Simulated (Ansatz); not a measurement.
Runs of Ansatz 0.2.0 on MnSb. The structure is hexagonal, space group P6_3/mmc (No. 194). Conventional cell: a = 4.150 Å, b = 4.150 Å, c = 5.780 Å, α = 90.00°, β = 90.00°, γ = 120.00°. Sb (site symmetry -6m2) has 6 Mn at 2.80 Å as nearest neighbours. Around Mn (site symmetry -3m) lie 6 Sb at 2.80 Å and 2 Mn at 2.89 Å. 

| task | level | potentials or basis | spin | U | cell | k mesh | cutoff (eV) | points for each segment of the path | hubbard projectors | double counting | gap on the mesh (eV) | pressure (GPa) | moment (μB) | relaxed volume (Å³/atom) |
| --- | --- | --- | --- | --- | --- | --- | --- | --- | --- | --- | --- | --- | --- | --- |
| band structure | r2SCAN | Ansatz PAW | non-collinear, ferromagnetic start, SOC | - | as given | 7 × 7 × 5 | 500 | 14 | - | - | none | (a) | 7.48 | - |
| relaxation of cell and atoms | RPBE+D3(BJ) | Ansatz PAW | collinear, ferromagnetic start | - | relaxed | 7 × 7 × 5 | 420 | - | - | - | - | 0.0 | 3.95 | (d) |
| band structure | PBE+U | Ansatz PAW | collinear, ferromagnetic start | Mn d U = 7 eV | as given | 7 × 7 × 5 | 420 | 14 | ortho-atomic (the default) | fll (the default) | none | (b) | 8.28 | - |
| phonons | PBEsol | Ansatz PAW | collinear, ferromagnetic start | - | as given | 6 × 6 × 4 | 420 | - | - | - | none | - | 6.71 | - |
| single point | PBE | Ansatz PAW | collinear, ferromagnetic start | - | as given | 7 × 7 × 5 | 800 | - | - | - | none | -3.2 | (c) | - |
| relaxation of cell and atoms | LDA+U | Ansatz PAW | collinear, ferromagnetic start | Mn d U = 4.5 eV | relaxed | 7 × 7 × 5 | 420 | - | ortho-atomic (the default) | fll (the default) | - | 0.0 | 8.19 | 22.30 |

Alike in all rows: smearing fermi-dirac 0.05 eV.

Problem. Fill in the values left out.

Solution. (a) 0.4; (b) 13.1; (c) 6.72; (d) 15.66.

Caveats: the PAW data sets come from PBE, with cores solved anew for the run's functional, which leaves a small shift of forces and pressure (some runs); the magnetic or orbital state may not be the lowest (some runs); the plane-wave basis is chosen anew once the cell has moved, so the energies of steps on either side of that aren't comparable (some runs); the U is typed as a test and isn't derived for this compound (some runs); the volume moved by over 15 % at a fixed basis, so the end points are rough (some runs); the volume moved by -27 % from the deposited cell, more than functionals usually miss (some runs); spin-orbit coupling is left out, which moves the levels of the heavy elements (some runs).

A k mesh can miss the band edges, and rows without SOC leave out spin-orbit coupling on Sb.

A gap of «none» marks a metal or a gap under the smearing width.
